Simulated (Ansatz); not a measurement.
**BP: what a guessed cell relaxes into**

Aim: relax a trial structure of BP and see where it ends.

Method: DFT PBE, scalar-relativistic, plane waves, PAW, in Ansatz 0.2.0.

## (1) The structure to begin with

Symmetry: I-42m, No. 121, tetragonal system. The conventional cell has a = 6.017 Å, b = 6.017 Å, c = 7.903 Å, α = 90.00°, β = 90.00°, γ = 90.00°. Around B (site symmetry m) lie 4 P at 1.88 to 1.96 Å. Around B (site symmetry -42m) lie 4 P at 1.89 Å. P (site symmetry m) has 4 B at 1.88 to 1.96 Å as nearest neighbours. P (site symmetry -42m) has 4 B at 1.89 Å as nearest neighbours.

Structure file:

```
B P
1.0
    -3.00874    3.00874    3.95155
     3.00874   -3.00874    3.95155
     3.00874    3.00874   -3.95155
B P
5 5
Direct
  0.17487 0.44450 0.00000
  0.55550 0.55550 0.73037
  0.00000 0.00000 0.00000
  0.82513 0.82513 0.26963
  0.44450 0.17487 0.00000
  0.32513 0.32513 0.26963
  0.94450 0.67487 0.00000
  0.67487 0.94450 0.00000
  0.05550 0.05550 0.73037
  0.50000 0.50000 0.00000
```

A structure generator made this guess: 4-connected net, two elements alternating (I-42m, No. 121). Its size is a rough estimate.

## (2) A first look at the guess

The input, input.yaml:

```yaml
crystal:
  lattice:
    - [-3.00874226, 3.00874226, 3.95154759]
    - [3.00874226, -3.00874226, 3.95154759]
    - [3.00874226, 3.00874226, -3.95154759]
  atoms:
    - { symbol: B, position: [0.17486852, 0.44450086, 0.0] }
    - { symbol: B, position: [0.55549914, 0.55549914, 0.73036766] }
    - { symbol: B, position: [0.0, 0.0, 0.0] }
    - { symbol: B, position: [0.82513148, 0.82513148, 0.26963234] }
    - { symbol: B, position: [0.44450086, 0.17486852, 0.0] }
    - { symbol: P, position: [0.32513148, 0.32513148, 0.26963234] }
    - { symbol: P, position: [0.94450086, 0.67486852, 0.0] }
    - { symbol: P, position: [0.67486852, 0.94450086, 0.0] }
    - { symbol: P, position: [0.05549914, 0.05549914, 0.73036766] }
    - { symbol: P, position: [0.5, 0.5, 0.0] }
basis:
  ecutwfc: 420
kpoints:
  mp_grid: { grid: [4, 4, 4] }
hamiltonian:
  xc: pbe
scf:
  occupations: { method: gaussian, width: 0.1 }
  lower_state_search: "off"
output:
  forces: true
  stress: true
  eigenvalues: true
```

The run is started by

```sh
$ ansatz run input.yaml --threads 1 --pin off --max-ram 2560MiB --backend cpu --events-out ev --progress --plain --runs-dir out
```

The log of the run (excerpt; [...] marks lines left out):

```text
Warning: RAYON_NUM_THREADS=1 ignored (pool sized by the plan → 1); use --threads N
[...]
Pseudopotentials: kind: paw
Pseudopotential: B, paw, valence charge 3, recommended cutoff 420 eV (normal), B.paw.azcp
Pseudopotential: P, paw, valence charge 5, recommended cutoff 420 eV (normal), P.paw.azcp
Functional definition: PBE
[...]
Crystal: 10 atoms, lattice volume = 143.086 Å³
Basis set: ecut = 420 eV, 2797 PW (Γ), exchange–correlation on 80×80×80 points (8 copies of the dense FFT grid, shifted against one another)
Bands: 30, of which v1, the nominal top of the filled ones, is band 20 counted from 1 (19 counted from 0)
Symmetry: 8 space group operations
Space group: I-42m (ITA 121), of the structure as read, at distance tolerance 5.2e-5 Å
k-points: 13 of 64 (time reversal used)
[...]
SCF iter   1: F=—  HF=-4556.560444 eV  |F-HF|=—  |Δ(HF+E_count)|=         —  Δρ=5.91e-3  dr2=8.28e-2  ethr=1.77e-3  ⟨swp⟩=9.7  Hψ=2508  notcnv=0
[...]
SCF iter   8: F=-4556.542601 eV  HF=-4556.542601 eV  |F-HF|=3.44e-9  |Δ(HF+E_count)|=   1.26e-7  Δρ=1.47e-6  dr2=3.49e-9  ethr=2.50e-10  ⟨swp⟩=11.2  Hψ=2145  notcnv=0
[...]
SCF converged after 8 iterations
Free energy (F): -4556.542601 eV
[...]
E sigma→0 (E₀):  -4556.542601 eV
Fermi energy:    6.968440 eV
[...]
--- Forces (eV/Å), atoms counted from 1 ---
  atom   1  B      1.86044348    -1.86044348     0.79107776
  atom   2  B     -1.86044348    -1.86044348    -0.79107776
  atom   3  B      0.00000000     0.00000000     0.00000000
  atom   4  B      1.86044348     1.86044348    -0.79107776
  atom   5  B     -1.86044348     1.86044348     0.79107776
  atom   6  P      2.48567543     2.48567543    -0.97777952
  atom   7  P     -2.48567543     2.48567543     0.97777952
  atom   8  P      2.48567543    -2.48567543     0.97777952
[...]
--- Stress (GPa, compression-positive) ---
       14.567059      -0.000000       0.000000
       -0.000000      14.567059      -0.000000
        0.000000      -0.000000      21.350987
  P = ⅓ Tr σ = 16.8284 GPa (168.284 kbar)
--- Band table (eV; the first three rows and the last of 13) ---
  k-point 0: bands = ["-9.8739", "-8.3287", "-5.3020", "-3.8640", "-3.8640", "-2.0048", "-0.7367", "-0.7367", "-0.6492", "-0.1519", "-0.0463", "0.8793", "0.8793", "2.2911", "5.3923", "5.3923", "5.5576", "6.0611", "6.0611", "6.1584", "7.7784", "9.5830", "10.0843", "10.0843", "10.3434", [...]
[...]
```

Run time: 5.8 s. Hardware: 1 thread of Arm Neoverse V1, shared host; peak memory 0.32 GiB.

The probe gives pressure 16.8 GPa, largest force 3.65 eV/Å, gap on this mesh 1.62 eV. A guess like this is first relaxed loosely on the coarse mesh.

## (3) Coarse relaxation

Changes to input.yaml since step 2:

```diff
@@ -29 +29,6 @@
   eigenvalues: true
+relax:
+  adjacent_minimum: "off"
+  f_tol: 0.04
+  max_steps: 70
+  cell: { stress_tol: 0.4 }
```

The run is started by

```sh
$ ansatz run input.yaml --threads 1 --pin off --max-ram 2560MiB --backend cpu --events-out ev --progress --plain --runs-dir out
```

The log of the run:

```text
Warning: RAYON_NUM_THREADS=1 ignored (pool sized by the plan → 1); use --threads N
Engine: ansatz 0.2.0, aarch64-unknown-linux-gnu
[... 4 set-up lines as earlier in the session ...]
  parameter kappa = 0.804
  parameter beta = 0.06672455060314922
  exchange = pbe_x(kappa = kappa, mu = beta*pi^2/3)
  correlation = pbe_c(beta = beta)
Crystal: 10 atoms, lattice volume = 143.086 Å³
Basis set: ecut = 420 eV, 2797 PW (Γ), exchange–correlation on 80×80×80 points (8 copies of the dense FFT grid, shifted against one another)
Bands: 30, of which v1, the nominal top of the filled ones, is band 20 counted from 1 (19 counted from 0)
[... 2 set-up lines as earlier in the session ...]
k-points: 13 of 64 (time reversal used)
Non-local potential: B, projectors of the file, l = 0: 2, l = 1: 2, l = 2: 1
Non-local potential: P, projectors of the file, l = 0: 2, l = 1: 2, l = 2: 2
PAW form: soft (Blöchl's): semilocal exchange-correlation on the pseudo side does not see the compensation charge
PAW one-centre angular grid: B, 110 points (default); XC on 64 Gauss nodes
PAW one-centre angular grid: P, 110 points (default); XC on 64 Gauss nodes
Initial density: superposition of atomic densities (neutral atoms: chi_scale 0, normalization atom), corrected by the library's trained network
Initial wavefunctions: pseudopotential atomic-orbital guess
Functional: x = pbe(κ = 0.804, μ = 0.2195149727645171), c = pbe(β = 0.06672455060314922)
SCF iter   1: F=—  HF=-4556.560399 eV  |F-HF|=—  |Δ(HF+E_count)|=         —  Δρ=5.91e-3  dr2=8.27e-2  ethr=1.77e-3  ⟨swp⟩=9.6  Hψ=2494  notcnv=0
preconditioner: auto → Resta (q_TF=auto, 2.206 Å⁻¹)  ε∞=4.4  [insulator: Δε(μ)=1.739 eV  Ē_g=10.719 eV  σ=0.100 eV  W_gap=1.00  n_scr=26 (ndim 8)  ℏωp=19.6 eV  f_vac=0.051  D(μ)=0.00/eV (n_scr^D=0)  ε∞_Penn≈4.4]
SCF iter   2: F=—  HF=-4556.544114 eV  |F-HF|=—  |Δ(HF+E_count)|=   1.63e-2  Δρ=3.03e-3  dr2=2.30e-2  ethr=2.07e-4  ⟨swp⟩=2.2  Hψ=671  notcnv=0  defer=2
SCF iter   3: F=—  HF=-4556.542080 eV  |F-HF|=—  |Δ(HF+E_count)|=   2.03e-3  Δρ=7.95e-4  dr2=1.34e-3  ethr=5.75e-5  ⟨swp⟩=2.0  Hψ=578  notcnv=0  defer=2
SCF iter   4: F=—  HF=-4556.542329 eV  |F-HF|=—  |Δ(HF+E_count)|=   2.48e-4  Δρ=2.35e-4  dr2=2.03e-4  ethr=3.34e-6  ⟨swp⟩=2.0  Hψ=551  notcnv=0  defer=2
SCF iter   5: F=—  HF=-4556.542547 eV  |F-HF|=—  |Δ(HF+E_count)|=   2.19e-4  Δρ=1.12e-4  dr2=4.37e-5  ethr=5.07e-7  ⟨swp⟩=2.2  Hψ=545  notcnv=0  defer=2
SCF iter   6: F=—  HF=-4556.542599 eV  |F-HF|=—  |Δ(HF+E_count)|=   5.16e-5  Δρ=4.59e-5  dr2=6.93e-6  ethr=1.09e-7  ⟨swp⟩=2.0  Hψ=552  notcnv=0  defer=2
SCF iter   7: F=—  HF=-4556.542601 eV  |F-HF|=—  |Δ(HF+E_count)|=   2.20e-6  Δρ=7.08e-6  dr2=1.48e-7  ethr=1.73e-8  ⟨swp⟩=2.0  Hψ=557  notcnv=0  defer=2
SCF iter   8: F=-4556.542601 eV  HF=-4556.542601 eV  |F-HF|=3.65e-9  |Δ(HF+E_count)|=   1.25e-7  Δρ=1.43e-6  dr2=3.22e-9  ethr=2.50e-10  ⟨swp⟩=12.2  Hψ=2322  notcnv=0
SCF 1 converged in 8 iterations: F = -4556.542601 eV  dr2 = 3.22e-9
relax step   1: F+E_penalty+E_count = -4556.54260139 eV  Δ(F+E_penalty+E_count) = +0.000e0 eV  max|allowed force component| = 2.486e0 eV/Å  Δτ_max = 0.0000 Å  P = +16.828 GPa  Ω = 143.086 Å³  (8 SCF iters, dr2 threshold 1.00e-7 eV, accepted)
Crystal: 10 atoms, lattice volume = 149.081 Å³
Basis set: ecut = 420 eV, 2925 PW (Γ), exchange–correlation on 80×80×80 points (8 copies of the dense FFT grid, shifted against one another)
Initial density: handed on by an earlier stage of this run
Initial wavefunctions: those handed on with the density
iter 1 solved again at ethr=6.13e-4 eV; its pass at ethr=3.10e-3 eV (dr2=2.45e-1 eV) is discarded
SCF iter   1: F=—  HF=-4557.425994 eV  |F-HF|=—  |Δ(HF+E_count)|=         —  Δρ=9.53e-3  dr2=2.42e-1  ethr=6.13e-4  ⟨swp⟩=1.4  Hψ=2400  notcnv=0
preconditioner: auto → Resta (q_TF=auto, 2.191 Å⁻¹)  ε∞=4.4  [insulator: Δε(μ)=1.488 eV  Ē_g=10.389 eV  σ=0.100 eV  W_gap=1.00  n_scr=26 (ndim 8)  ℏωp=19.2 eV  f_vac=0.069  D(μ)=0.00/eV (n_scr^D=0)  ε∞_Penn≈4.4]
SCF iter   2: F=—  HF=-4557.356781 eV  |F-HF|=—  |Δ(HF+E_count)|=   6.92e-2  Δρ=3.30e-3  dr2=3.31e-2  ethr=6.05e-4  ⟨swp⟩=3.0  Hψ=728  notcnv=0
SCF iter   3: F=—  HF=-4557.347239 eV  |F-HF|=—  |Δ(HF+E_count)|=   9.54e-3  Δρ=8.25e-4  dr2=2.09e-3  ethr=8.26e-5  ⟨swp⟩=2.8  Hψ=682  notcnv=0
SCF iter   4: F=—  HF=-4557.347381 eV  |F-HF|=—  |Δ(HF+E_count)|=   1.42e-4  Δρ=2.38e-4  dr2=1.85e-4  ethr=5.22e-6  ⟨swp⟩=2.2  Hψ=642  notcnv=0
SCF iter   5: F=—  HF=-4557.347570 eV  |F-HF|=—  |Δ(HF+E_count)|=   1.89e-4  Δρ=6.09e-5  dr2=7.86e-6  ethr=4.61e-7  ⟨swp⟩=2.1  Hψ=590  notcnv=0
SCF iter   6: F=-4557.347594 eV  HF=-4557.347593 eV  |F-HF|=9.64e-7  |Δ(HF+E_count)|=   2.25e-5  Δρ=1.54e-5  dr2=6.00e-7  ethr=2.50e-9  ⟨swp⟩=10.5  Hψ=2280  notcnv=0
SCF 2 converged in 6 iterations: F = -4557.347594 eV  dr2 = 6.00e-7
relax step   2: F+E_penalty+E_count = -4557.34759365 eV  Δ(F+E_penalty+E_count) = -8.050e-1 eV  max|allowed force component| = 1.532e0 eV/Å  Δτ_max = 0.0217 Å  P = +8.805 GPa  Ω = 149.081 Å³  energy of the carried Pulay correction = -3.982e-3 eV  (6 SCF iters, dr2 threshold 1.00e-6 eV, accepted)
Crystal: 10 atoms, lattice volume = 156.034 Å³
Basis set: ecut = 420 eV, 3029 PW (Γ), exchange–correlation on 80×80×80 points (8 copies of the dense FFT grid, shifted against one another)
iter 1 solved again at ethr=7.90e-4 eV; its pass at ethr=3.10e-3 eV (dr2=3.16e-1 eV) is discarded
SCF iter   1: F=—  HF=-4557.868495 eV  |F-HF|=—  |Δ(HF+E_count)|=         —  Δρ=1.07e-2  dr2=3.07e-1  ethr=7.90e-4  ⟨swp⟩=1.3  Hψ=2520  notcnv=0
preconditioner: auto → Resta (q_TF=auto, 2.175 Å⁻¹)  ε∞=4.5  [insulator: Δε(μ)=1.175 eV  Ē_g=10.073 eV  σ=0.100 eV  W_gap=1.00  n_scr=26 (ndim 8)  ℏωp=18.8 eV  f_vac=0.073  D(μ)=0.00/eV (n_scr^D=0)  ε∞_Penn≈4.5]
SCF iter   2: F=—  HF=-4557.782155 eV  |F-HF|=—  |Δ(HF+E_count)|=   8.63e-2  Δρ=3.60e-3  dr2=3.85e-2  ethr=7.67e-4  ⟨swp⟩=3.0  Hψ=741  notcnv=0
SCF iter   3: F=—  HF=-4557.771197 eV  |F-HF|=—  |Δ(HF+E_count)|=   1.10e-2  Δρ=9.56e-4  dr2=2.84e-3  ethr=9.63e-5  ⟨swp⟩=2.8  Hψ=680  notcnv=0
SCF iter   4: F=—  HF=-4557.771222 eV  |F-HF|=—  |Δ(HF+E_count)|=   2.56e-5  Δρ=2.74e-4  dr2=2.56e-4  ethr=7.10e-6  ⟨swp⟩=2.0  Hψ=636  notcnv=0
SCF iter   5: F=—  HF=-4557.771458 eV  |F-HF|=—  |Δ(HF+E_count)|=   2.36e-4  Δρ=7.11e-5  dr2=1.15e-5  ethr=6.39e-7  ⟨swp⟩=2.1  Hψ=580  notcnv=0
SCF iter   6: F=-4557.771489 eV  HF=-4557.771488 eV  |F-HF|=1.21e-6  |Δ(HF+E_count)|=   2.94e-5  Δρ=1.76e-5  dr2=8.53e-7  ethr=2.50e-9  ⟨swp⟩=10.6  Hψ=2310  notcnv=0
SCF 3 converged in 6 iterations: F = -4557.771489 eV  dr2 = 8.53e-7
relax step   3: F+E_penalty+E_count = -4557.77148895 eV  Δ(F+E_penalty+E_count) = -4.239e-1 eV  max|allowed force component| = 1.760e-1 eV/Å  Δτ_max = 0.0387 Å  P = +1.215 GPa  Ω = 156.034 Å³  energy of the carried Pulay correction = -8.401e-3 eV  (6 SCF iters, dr2 threshold 1.00e-6 eV, accepted)
Crystal: 10 atoms, lattice volume = 157.241 Å³
Basis set: ecut = 420 eV, 3069 PW (Γ), exchange–correlation on 80×80×80 points (8 copies of the dense FFT grid, shifted against one another)
iter 1 solved again at ethr=2.17e-5 eV; its pass at ethr=3.10e-3 eV (dr2=8.70e-3 eV) is discarded
SCF iter   1: F=—  HF=-4557.785302 eV  |F-HF|=—  |Δ(HF+E_count)|=         —  Δρ=1.85e-3  dr2=9.51e-3  ethr=2.17e-5  ⟨swp⟩=2.9  Hψ=2278  notcnv=0
preconditioner: auto → Resta (q_TF=auto, 2.172 Å⁻¹)  ε∞=4.5  [insulator: Δε(μ)=1.289 eV  Ē_g=10.064 eV  σ=0.100 eV  W_gap=1.00  n_scr=26 (ndim 8)  ℏωp=18.7 eV  f_vac=0.062  D(μ)=0.00/eV (n_scr^D=0)  ε∞_Penn≈4.5]
SCF iter   2: F=—  HF=-4557.782719 eV  |F-HF|=—  |Δ(HF+E_count)|=   2.58e-3  Δρ=6.72e-4  dr2=1.27e-3  ethr=2.17e-5  ⟨swp⟩=2.2  Hψ=609  notcnv=0
SCF iter   3: F=—  HF=-4557.782376 eV  |F-HF|=—  |Δ(HF+E_count)|=   3.43e-4  Δρ=1.64e-4  dr2=7.38e-5  ethr=3.18e-6  ⟨swp⟩=2.7  Hψ=668  notcnv=0
SCF iter   4: F=—  HF=-4557.782413 eV  |F-HF|=—  |Δ(HF+E_count)|=   3.68e-5  Δρ=4.75e-5  dr2=8.05e-6  ethr=1.85e-7  ⟨swp⟩=2.3  Hψ=629  notcnv=0
SCF iter   5: F=-4557.782420 eV  HF=-4557.782420 eV  |F-HF|=9.14e-7  |Δ(HF+E_count)|=   6.82e-6  Δρ=1.30e-5  dr2=3.74e-7  ethr=2.50e-9  ⟨swp⟩=9.0  Hψ=2117  notcnv=0
SCF 4 converged in 5 iterations: F = -4557.782420 eV  dr2 = 3.74e-7
relax step   4: F+E_penalty+E_count = -4557.78242047 eV  Δ(F+E_penalty+E_count) = -1.093e-2 eV  max|allowed force component| = 2.477e-2 eV/Å  Δτ_max = 0.0065 Å  P = +0.091 GPa  Ω = 157.241 Å³  energy of the carried Pulay correction = -9.147e-3 eV  (5 SCF iters, dr2 threshold 1.00e-6 eV, accepted)
Basis set: ecut = 420 eV, 3069 PW (Γ), exchange–correlation on 90×90×90 points (8 copies of the dense FFT grid, shifted against one another)
Initial wavefunctions: pseudopotential atomic-orbital guess (no wavefunctions were taken with the density)
iter 1 solved again at ethr=1.32e-6 eV; its pass at ethr=3.10e-3 eV (dr2=5.30e-4 eV) is discarded
SCF iter   1: F=—  HF=-4557.795970 eV  |F-HF|=—  |Δ(HF+E_count)|=         —  Δρ=1.97e-4  dr2=6.87e-6  ethr=1.32e-6  ⟨swp⟩=3.5  Hψ=3485  notcnv=0
preconditioner: auto → Resta (q_TF=auto, 2.172 Å⁻¹)  ε∞=4.5  [insulator: Δε(μ)=1.313 eV  Ē_g=10.072 eV  σ=0.100 eV  W_gap=1.00  n_scr=26 (ndim 8)  ℏωp=18.7 eV  f_vac=0.061  D(μ)=0.00/eV (n_scr^D=0)  ε∞_Penn≈4.5]
SCF iter   2: F=—  HF=-4557.796021 eV  |F-HF|=—  |Δ(HF+E_count)|=   5.05e-5  Δρ=1.05e-4  dr2=1.93e-6  ethr=1.72e-8  ⟨swp⟩=2.3  Hψ=672  notcnv=0
SCF iter   3: F=—  HF=-4557.796088 eV  |F-HF|=—  |Δ(HF+E_count)|=   6.71e-5  Δρ=9.15e-6  dr2=5.35e-8  ethr=4.83e-9  ⟨swp⟩=2.0  Hψ=650  notcnv=0
SCF iter   4: F=—  HF=-4557.796088 eV  |F-HF|=—  |Δ(HF+E_count)|=   1.62e-7  Δρ=1.74e-6  dr2=1.08e-8  ethr=1.60e-11  ⟨swp⟩=9.7  Hψ=2058  notcnv=0
SCF iter   5: F=-4557.796088 eV  HF=-4557.796088 eV  |F-HF|=3.37e-10  |Δ(HF+E_count)|=   2.70e-8  Δρ=3.43e-7  dr2=1.68e-10  ethr=1.60e-11  ⟨swp⟩=5.8  Hψ=1584  notcnv=0
SCF 5 converged in 5 iterations: F = -4557.796088 eV  dr2 = 1.68e-10
relax step   5: F+E_penalty+E_count = -4557.79608788 eV  Δ(F+E_penalty+E_count) = -1.367e-2 eV  max|allowed force component| = 2.387e-2 eV/Å  Δτ_max = 0.0000 Å  P = +0.199 GPa  Ω = 157.241 Å³  stress off target by 3.27e-1 GPa  SCF on the basis re-selected at this cell (its energy is not comparable with the rows above)  (5 SCF iters)
basis re-selected at this cell: Δ(F+E_penalty+E_count) = -1.367e-2 eV, ΔP = +0.109 GPa vs the last step (what re-selecting the basis moved, of the pressure what is left beyond the Pulay correction that the steps carried, after the strain that the cell walked since its last selection, with what the two solves' SCF thresholds leave and, on support functions, any second-order correction that the steps lacked; it is no measure of the basis error at this ecutwfc). The dense FFT grid was sized anew with the basis: this SCF ran on 45×45×45 points, the steps before it on 40×40×40, so part of this shift can come from that change (see relax.cell in the input reference). This SCF's stress stands 3.27e-1 GPa from its target on what of the cell is left free (relax.cell.stress_tol is 4.00e-1 GPa) and its largest allowed force component is 2.39e-2 eV/Å (relax.f_tol is 4.00e-2 eV/Å): within both
SCF converged after 5 iterations
Free energy (F): -4557.796088 eV
Harris-Foulkes:  -4557.796088 eV  (|F-HF|=3.37e-10)
Internal energy: -4557.796088 eV  (E = F + TS)
E sigma→0 (E₀):  -4557.796088 eV
Fermi energy:    6.027094 eV
--- Per-component energies (eV) ---
  E_band       = -23.008205
  E_kinetic    = 600.581885
  E_local      = -888.119059  (includes V_loc(G=0)·N_el)
  E_nonlocal   = 226.299665
  E_hartree    = 293.037107
  E_xc         = -470.296535
  E_vxc        = -497.053770  (∫ρ·V_xc dr)
  E_paw        = -3239.520599  (= ΣΔE_a)
  E_vpaw       = -50.791168  (= ΣTr[D̂ρ^β])
  E_aug_tail   = 0.000002  (compensation charges beyond the density's cutoff)
  E_ewald      = -1079.778553
  E_smearing   = -0.000000  (= −TS)
  E_closure    = 0.000000  (closes the sum)
  Σ components = -4557.796088   (vs F -4557.796088, Δ=0.00e0)
--- Forces (eV/Å), atoms counted from 1 ---
  atom   1  B      0.01814756    -0.01814756     0.00757457
  atom   2  B     -0.01814756    -0.01814756    -0.00757457
  atom   3  B      0.00000000     0.00000000    -0.00000000
  atom   4  B      0.01814756     0.01814756    -0.00757457
  atom   5  B     -0.01814756     0.01814756     0.00757457
  atom   6  P      0.02387468     0.02387468    -0.01041988
  atom   7  P     -0.02387468     0.02387468     0.01041988
  atom   8  P      0.02387468    -0.02387468     0.01041988
  atom   9  P     -0.02387468    -0.02387468    -0.01041988
  atom  10  P     -0.00000000    -0.00000000    -0.00000000
  max |Σ_I F_I| component: 4.86e-17 eV/Å
--- Stress (GPa, compression-positive) ---
        0.326614      -0.000000       0.000000
        0.000000       0.326614      -0.000000
        0.000000      -0.000000      -0.055660
  P = ⅓ Tr σ = 0.1992 GPa (1.992 kbar)
--- Band table (eV; the first three rows and the last of 13) ---
  k-point 0: bands = ["-9.6222", "-7.8616", "-5.6535", "-4.7820", "-4.7820", "-2.8496", "-1.4256", "-1.1066", "-1.1066", "-0.6408", "-0.6060", "0.4492", "0.4492", "1.6661", "4.5006", "4.5006", "4.9757", "4.9757", "5.0293", "5.2525", "6.6834", "8.5305", "8.5305", "8.8680", "9.0606", "9.5606", "10.3360", "10.3492", "10.3492", "11.0858"]
  k-point 1: bands = ["-9.4339", "-8.1233", "-5.8388", "-4.8594", "-4.7338", "-2.7916", "-2.1711", "-0.9480", "-0.9392", "-0.4678", "0.2017", "1.1120", "1.4961", "2.4219", "2.7626", "3.5780", "3.7607", "4.8027", "4.9261", "4.9313", "7.4578", "7.7212", "8.7876", "8.9399", "9.3425", "9.6066", "9.8735", "10.6641", "11.1504", "11.1720"]
  k-point 2: bands = ["-9.2063", "-8.3320", "-5.9636", "-5.3172", "-4.9332", "-2.2589", "-1.0912", "-0.8735", "-0.7478", "-0.2449", "0.0365", "0.0780", "2.1483", "2.4183", "3.0306", "3.3741", "3.4430", "4.2773", "4.5006", "4.9386", "8.1613", "8.5046", "8.5784", "8.7207", "9.1542", "9.2775", "9.4037", "9.5029", "9.6488", "11.2957"]
  k-point 12: bands = ["-8.7662", "-8.7626", "-6.3160", "-5.1249", "-5.1249", "-1.4549", "-1.2619", "-0.9395", "-0.3272", "-0.3272", "-0.1504", "1.2059", "1.8598", "1.8598", "2.9579", "2.9579", "3.5773", "3.6670", "3.6670", "5.3708", "6.9264", "8.7083", "8.7895", "8.8698", "8.8698", "9.4628", "9.8803", "9.8803", "10.2142", "10.9154"]
--- Relaxed structure (4 steps of the walk, 4 accepted, 1 SCFs on fresh bases) ---
  F+E_penalty+E_count = -4557.79608788 eV   max|allowed force component| = 2.387e-2 eV/Å   (the final SCF, on the basis selected at the relaxed cell)
  cell:  # Å, volume = 157.2410 Å³
    - [-3.086090872851677, 3.086090872851677, 4.12751173736897]
    - [3.086090872851677, -3.086090872851677, 4.12751173736897]
    - [3.086090872851677, 3.086090872851677, -4.12751173736897]
  atoms:
    - { symbol: B, position: [0.17396446411115368, 0.4479399843805269, 0.0] }
    - { symbol: B, position: [0.5520600156194733, 0.5520600156194733, 0.7260244797306268] }
    - { symbol: B, position: [1.6010936542703046e-19, 8.762100326328403e-21, 2.017963534676077e-19] }
    - { symbol: B, position: [0.8260355358888465, 0.8260355358888465, 0.2739755202693732] }
    - { symbol: B, position: [0.4479399843805269, 0.17396446411115368, 0.0] }
    - { symbol: P, position: [0.3281461109804159, 0.3281461109804159, 0.28287223678891976] }
    - { symbol: P, position: [0.9547261258085038, 0.671853889019584, 0.0] }
    - { symbol: P, position: [0.671853889019584, 0.9547261258085038, 0.0] }
    - { symbol: P, position: [0.045273874191496144, 0.045273874191496144, 0.7171277632110802] }
    - { symbol: P, position: [0.5, 0.5, 2.0179635346760373e-19] }
```

Wall time 33 s (1 thread of Arm Neoverse V1, shared host); peak memory 0.37 GiB.

Step by step:

```
step  energy from step 1 (eV/cell)  largest force component (eV/Å)  pressure (GPa)  volume (Å³)
   1                        0.0000                          2.4857           16.83       143.09
   2                       -0.8050                          1.5323            8.81       149.08
   3                       -1.2289                          0.1760            1.22       156.03
   4                       -1.2398                          0.0248            0.09       157.24
   5                       -1.2535                          0.0239            0.20       157.24
```

Step 1 is the start. Step 5 repeats the geometry before it on a plane-wave basis chosen anew for that cell, so its energy need not be comparable with the rows above.

Lengths and angles in the start's conventional setting:

|  | before | after | change |
| --- | --- | --- | --- |
| a (Å) | 6.017 | 6.172 | +2.6 % |
| b (Å) | 6.017 | 6.172 | +2.6 % |
| c (Å) | 7.903 | 8.255 | +4.5 % |
| volume (Å³/atom) | 14.31 | 15.72 | +9.9 % |
| shortest distance (Å) | 1.877 | 1.934 | +3.1 % |
| space group (0.01 Å) | I-42m | I-42m | same |

The run keeps the 8 symmetry operations of the start, so it could not have lowered the symmetry.

(Part 1 of 2 ends here.)
